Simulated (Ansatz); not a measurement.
This Ansatz 0.2.0 run on Bi2Te2Se needs a look.

input.yaml

```yaml
crystal:
  lattice:
    - [2.1609687617, 1.2476358963, 10.5855712543]
    - [-2.1609687617, 1.2476358963, 10.5855712543]
    - [0.0, -2.4952717926, 10.5855712543]
  atoms:
    - { symbol: Bi, position: [0.39172124, 0.39172124, 0.39172124], spin: 2.0 }
    - { symbol: Bi, position: [0.60827876, 0.60827876, 0.60827876] }
    - { symbol: Te, position: [0.78040487, 0.78040487, 0.78040487] }
    - { symbol: Te, position: [0.21959513, 0.21959513, 0.21959513] }
    - { symbol: Se, position: [0.0, 0.0, 0.0] }
hamiltonian:
  xc: pbesol
  pseudopotentials: { kind: paw }
kpoints:
  mp_grid: { grid: [7, 7, 7] }
scf:
  occupations: { method: fermi_dirac, width: 0.05 }
  max_iter: 75
output:
  forces: true
  stress: true
  eigenvalues: true
relax:
  f_tol: 0.01
  max_steps: 40
  cell: { stress_tol: 0.05 }
```

Potentials or basis: Ansatz PAW.

Command:

```sh
$ ansatz run input.yaml --threads 2 --pin off --max-ram 5632MiB --backend cpu --events-out ev --progress --plain --runs-dir out
```

Output:

```text
Error: inconsistent input (magnetization.spin_polarized): false but per-atom `spin:`, `per_species`, `initial_magnetization`, `magnetic_field`, or `spin_locking` is set
```

Task: What happened, and what is wrong with the input?

Result: The program refused the input. The input holds a flaw that was put in on purpose: a moment without spin polarisation (magnetization = left out; crystal.atoms[0].spin = 2).

A sound run on the same cell differs in these lines of the main input:
```diff
@@ -7 +7 @@
-    - { symbol: Bi, position: [0.39172124, 0.39172124, 0.39172124], spin: 2.0 }
+    - { symbol: Bi, position: [0.39172124, 0.39172124, 0.39172124] }
@@ -19 +18,0 @@
-  max_iter: 75
```
